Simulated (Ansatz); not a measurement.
# Ru: response to a stretch of c alone

One table from this session's results is given with a row withheld; the runs are named, their logs left out.

Computed with Ansatz 0.2.0 (DFT r2SCAN, scalar-relativistic, plane waves, PAW, unless a step's input says otherwise).

2 further runs of the same task are left out: 2 set aside as unsound or not needed.

### The system as given

It takes space group P6_3/mmc (No. 194, hexagonal). The conventional cell has a = 2.702 Å, b = 2.702 Å, c = 4.266 Å, α = 90.00°, β = 90.00°, γ = 120.00°. Ru (site symmetry -6m2) is surrounded by 12 Ru at 2.64 to 2.70 Å.

Coordinates:

```
CELL_PARAMETERS angstrom
2.70246 0.00000 0.00000
-1.35123 2.34040 0.00000
0.00000 0.00000 4.26584
ATOMIC_POSITIONS crystal
Ru 0.33333 0.66667 0.25000
Ru 0.66667 0.33333 0.75000
```

It goes back to an entry of the Materials Project.

This cell was relaxed beforehand with the same method: volume 13.49 Å³/atom, gap on the mesh none (metal).

The unstrained cell was computed beforehand with the same settings: E(σ→0) = -11781.4092 eV for 2 atoms, gap none (metal).

The first run:

input.yaml

```yaml
crystal:
  lattice:
    - [2.7024647927, 0.0, 0.0]
    - [-1.3512323964, 2.3404031633, 0.0]
    - [0.0, 0.0, 4.2231806245]
  atoms:
    - { symbol: Ru, position: [0.3333333333, 0.6666666667, 0.25] }
    - { symbol: Ru, position: [0.6666666667, 0.3333333333, 0.75] }
basis:
  ecutwfc: 500
kpoints:
  mp_grid: { grid: [24, 24, 12] }
hamiltonian:
  xc: r2scan
scf:
  occupations: { method: gaussian, width: 0.1 }
output:
  forces: true
  stress: true
  eigenvalues: true
```

Run with:

```bash
$ ansatz run input.yaml --threads 1 --pin off --max-ram 2560MiB --backend cpu --events-out ev --progress --plain --runs-dir out
```

Steps of the session up to this table: At -1.0 %; The cell strained by +1.0 %; Strain -2.0 %; Strain +2.0 %; Strain -3.0 %; The cell strained by +3.0 %.

One of the session's tables, all rows but one given; the rest of the session is left out.

It belongs to the step «Energy and stress against strain (a metal throughout)». Lengths are those of the vectors of the cell that was run; stresses in GPa:

| strain (%) | ΔE (meV/atom) | c (Å) |
| --- | --- | --- |
| -3.0 | 26.0 | 4.138 |
| -2.0 | ? | ? |
| -1.0 | 2.3 | 4.223 |
| +0.0 | 0.0 | 4.266 |
| +1.0 | 3.4 | 4.308 |
| +2.0 | 11.9 | 4.351 |
| +3.0 | 25.3 | 4.394 |

Estimate the missing values for strain (%) = -2.0.

Worked estimate for «ΔE (meV/atom)». A straight line through the neighbours (-3.0, 26.0) and (-1.0, 2.3) gives 26.0 + (2.3 − 26.0) × (-2.0 + 3.0) / (-1.0 + 3.0) = 14.2; a parabola fitted to 3 rows on both sides gives 11.0.

**Answer.** ΔE (meV/atom): 10.8; c (Å): 4.181. In «ΔE (meV/atom)» the line misses by +3.4 and the parabola by +0.2.

ΔE is over the unstrained cell. Stress in GPa, positive in compression, on the Cartesian axes of the input. 
